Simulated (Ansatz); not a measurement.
`C=C(C)C(=O)OC` + `[F][Mg][SH]` → `C[S][Mg][F]` + `C=C(C)C(=O)O`  (substitution at a C–O bond)

Gas-phase electronic energies from Ansatz, PBE0-D4/def2-TZVP geometries. CCSD(T)/CBS adds triple-zeta CCSD(T) − MP2 to the extrapolated MP2 energy (def2 sets, frozen cores). Functionals use def2-TZVPP. For Mg outer-core shells are correlated without core-valence functions, which leaves a few kJ/mol of doubt a bond. Each species was taken in one conformer, which may not be the lowest.

Question: Is it downhill or uphill in electronic energy at CCSD(T)/CBS, and by how much? (An estimate is asked.)

Answer: Ansatz gave: Downhill: ΔE = -0.10 eV.

Question: What do these levels give: r2SCAN-D4, ωB97M-V, B2PLYP, PBE, HF/def2-QZVPP, MP2/CBS(def2)? (An estimate is asked.)

Answer: Computed: r2SCAN-D4 -0.08, ωB97M-V -0.09, B2PLYP -0.09, PBE -0.14, HF/def2-QZVPP -0.01, MP2/CBS(def2) -0.15 eV.

Largest T1 diagnostic among the species: 0.014.

In def2-TZVPP, CCSD(T) changes the Hartree–Fock value by −0.04 eV (the triples alone add −0.00 eV) and MP2 by −0.09 eV.
